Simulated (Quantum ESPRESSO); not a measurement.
CsSnI3:

```
CELL_PARAMETERS angstrom
6.20570 0.00000 0.00000
0.00000 6.20570 0.00000
0.00000 0.00000 6.20570
ATOMIC_POSITIONS crystal
Cs 0.00000 0.00000 0.00000
I 0.50000 0.50000 0.00000
I 0.50000 0.00000 0.50000
I 0.00000 0.50000 0.50000
Sn 0.50000 0.50000 0.50000
```

Base run:

```yaml
Program: Quantum ESPRESSO 7.5
Functional: PBEsol
Potentials_or_basis: GBRV 1.5 PBEsol
Cutoff: 925 eV
Density_cutoff: 7401 eV
k_mesh: 5 × 5 × 5
Occupations: fermi-dirac, width 0.05 eV
Spin: no spin polarisation
```

Its results: pressure -0.7 GPa.

Question: The run is repeated on the same cell with these changes: functional from PBEsol to LDA; potentials or basis from GBRV 1.5 PBEsol to GBRV 1.5 LDA. What comes out?

Answer: Pressure -1.6 GPa.

Caveats: the cell was measured hot, at 500 K.
